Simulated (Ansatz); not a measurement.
Input of an Ansatz 0.2.0 run:

The input input.yaml:

```yaml
crystal:
  lattice:
    - [0.0, 2.701992, 2.701992]
    - [2.701992, 0.0, 2.701992]
    - [2.701992, 2.701992, 0.0]
  atoms:
    - { symbol: Pb, position_ang: [0.0, 0.0, 0.0] }
    - { symbol: O, position_ang: [4.052988, 4.052988, 4.052988] }
    - { symbol: O, position_ang: [1.350996, 1.350996, 1.350996] }
hamiltonian:
  xc: hf
  pseudopotentials: { kind: paw_fr }
  dispersion: d4
magnetization:
  noncollinear: true
  spin_orbit: true
kpoints:
  mp_grid: { grid: [5, 5, 5] }
scf:
  occupations: { method: fermi_dirac, width: 0.15 }
  eigensolver: { kind: davidson }
output:
  forces: true
  stress: true
  eigenvalues: true
```

Potentials or basis: Ansatz PAW.

Launch:

```console
$ ansatz run input.yaml --threads 2 --pin off --max-ram 5120MiB --backend cpu --events-out ev --progress --plain --runs-dir out
```

(1) Predict the band gap on the k mesh.

(2) Estimate the pressure.

Results:

(1) 5.77 eV, indirect (least direct gap 6.87 eV).

(2) -32.8 GPa.

Caveat: the cell as given lies far from equilibrium; odd divisions of the mesh miss points on the zone boundary, where band edges often lie, so the gap on the mesh can be too wide; so large a pressure means that the cell lies far from this level's equilibrium, or that cutoff or potentials fall short; the PAW data sets come from PBE, with cores solved anew for the run's functional, which leaves a small shift of forces and pressure; the thresholds are loose for stress.
